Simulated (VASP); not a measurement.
# Sn: relaxation of cell and atoms with PBE+dDsC

Sn:

```
Sn
1.0
    -1.89465    1.89465    1.89465
     1.89465   -1.89465    1.89465
     1.89465    1.89465   -1.89465
Sn
1
Direct
  0.00000 0.00000 0.00000
```

This isn't the form of Sn at room conditions, which is tetragonal (white tin).

```
Program                : VASP 6.6.1
Task                   : relaxation of cell and atoms
Functional             : PBE
Dispersion             : dDsC
Potentials or basis    : VASP PAW PBE potentials, release 64 (Sn_d)
Cutoff                 : 600 eV
k mesh                 : 10 × 10 × 10
Occupations            : fermi-dirac, width 0.05 eV
Spin                   : no spin polarisation
Further INCAR settings : ALGO = Normal; EDIFF = 1e-06; IBRION = 2; EDIFFG = -0.01; NSW = 60; ISIF = 3
```

The relaxed volume is 26.46 Å³/atom, the relaxed cell is a = 3.251 Å, b = 3.251 Å, c = 3.251 Å, α = 109.47°, β = 109.47°, γ = 109.47° and the space group after relaxing (to 0.05 Å) is Im-3m (No. 229). The energy gained by relaxing is -2.8 meV/atom and the ionic steps are 3. The pressure after relaxing is 0.0 GPa and the band gap on the k mesh is none (metal or under the smearing width). The dispersion energy per atom is -0.293 eV.

The path:
```
step  energy change (eV)  largest force (eV/Å)  pressure (GPa)  volume (Å³)
   1              0.0000                0.0000           -1.31        27.20
   2              0.0039                0.0000            0.22        26.34
   3              0.0028                0.0000            0.00        26.46
```

Final structure:
```
Sn
1.0
    -1.87720    1.87720    1.87720
     1.87720   -1.87720    1.87720
     1.87720    1.87720   -1.87720
Sn
1
Direct
  0.00000 0.00000 0.00000
```

Levels at points of the mesh, in eV from the Fermi level:
| k point | band 4 | band 5 | band 6 | band 7 | band 8 | band 9 | band 10 | band 11 |
| --- | --- | --- | --- | --- | --- | --- | --- | --- |
| (0.00, 0.00, 0.00) | -21.42 | -21.42 | -11.26 | 8.24 | 8.24 | 8.24 | 12.19 | 12.19 |
| (0.50, 0.00, 0.00) | -21.42 | -21.33 | -6.42 | -4.54 | 3.72 | 5.56 | 8.13 | 8.36 |
| (0.50, 0.50, 0.50) | -21.35 | -21.35 | -2.29 | -0.49 | -0.49 | -0.49 | 3.85 | 3.85 |

Wall time 63 s on 1 thread of Intel(R) Xeon(R) Platinum 8259CL CPU @ 2.50GHz (Skylake/Cascade Lake), on a shared host, peak memory 0.17 GiB.

Caveat: pairwise dispersion overbinds metals, which lowers pressure and volume.
